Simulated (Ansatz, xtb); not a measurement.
Loss of SiH4: C3H10OSi → C3H6O + SiH4

Species: C3H10OSi `CC(C)O[SiH3]`, singlet; C3H6O (acetone) `CC(C)=O`, singlet; SiH4 `[SiH4]`, singlet. 

Shapes, held fixed at every level: PBE0-D4/def2-TZVP. Flexible molecules stand in one conformer, not always the lowest. Programs: Ansatz 0.2.0, xtb 6.7.1. The zero-point and thermal change to 298 K, harmonic and unscaled (PBE0-D4/def2-TZVP), is -18.6 kJ/mol.

```csv
level,kind,ΔH(298 K) (kJ/mol),less CCSD(T)/CBS estimate
GFN2-xTB,semi-empirical,+184.3,+46.6
HF/def2-TZVPP,Hartree–Fock,+110.5,-27.2
PBE-D4/def2-TZVPP,GGA,+117.5,-20.2
B3LYP-D4/def2-TZVPP,global hybrid,+122.9,-14.8
PBE0-D4/def2-TZVPP,global hybrid,+133.2,-4.5
MP2/def2-SVP,perturbation theory,+118.7,-19.0
CCSD(T)/def2-SVP,coupled cluster or CI,+108.7,-29.0
CCSD/def2-SVP,coupled cluster or CI,+111.4,-26.3
CCSD(T)/CBS estimate,coupled cluster or CI,+137.7,0.0
```

The highest level, CCSD(T)/CBS estimate, gives ΔH(298 K) = +137.7 kJ/mol; the levels span +108.7 to +184.3. The column of differences is taken from that level and isn't an error. No measured value is set beside it here. The CBS estimate extrapolates MP2 from def2-TZVPP and def2-QZVPP and adds CCSD(T) − MP2 in the triple-zeta set, cores frozen.
